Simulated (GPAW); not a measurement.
Runs of GPAW 26.7.0 on MgO. It takes space group Fm-3m (No. 225, cubic). The conventional cell has a = 4.194 Å, b = 4.194 Å, c = 4.194 Å, α = 90.00°, β = 90.00°, γ = 90.00°. Mg (site symmetry m-3m) is surrounded by 6 O at 2.10 Å. Around O (site symmetry m-3m) lie 6 Mg at 2.10 Å. The cell is a database's computed one.

| task | level | potentials or basis | cell | k mesh | cutoff (eV) | maxiter | mesh off Gamma | band path | band points | grid spacing | other keys | mesh quality | gap on the mesh (eV) | pressure (GPa) |
| --- | --- | --- | --- | --- | --- | --- | --- | --- | --- | --- | --- | --- | --- | --- |
| single point | LDA | the program's PAW data sets (release 1.2.1) made for this functional, lcao:dzp | volume scaled by 1.15 | 11 × 11 × 11 | - | 150 | - | - | - | 0.16 Å | - | not flagged | 3.45 | - |
| single point | LDA | the program's PAW data sets (release 1.2.1) made for this functional, pw | as given | 11 × 11 × 11 | 800 | 150 | - | - | - | - | - | not flagged | 4.80 | -3.7 |
| electron localisation function | SOGGA | PAW data sets generated in the run's folder for this functional, pw | volume scaled by 1.04 | 9 × 9 × 9 | 800 | 100 | yes | - | - | - | several, not listed | not flagged | (a) | -3.5 |
| band structure | OLYP+D4 | PAW data sets generated in the run's folder for this functional, lcao:dzp | as given | 11 × 11 × 11 | - | 150 | - | GXWKGLUWLK,UX | 60 | 0.18 Å | - | not flagged | (b) | - |

Alike in all rows: no spin polarisation; smearing fermi-dirac 0.05 eV.

Question: Fill in the values left out.

Answer: (a) 4.64; (b) 5.04.

Caveats: the basis of atomic orbitals isn't converged, which shifts pressures, moduli and gaps (some runs); an odd mesh through Γ misses points on the zone boundary, where band edges often lie (some runs).

Runs at the PBE level aren't shown here.
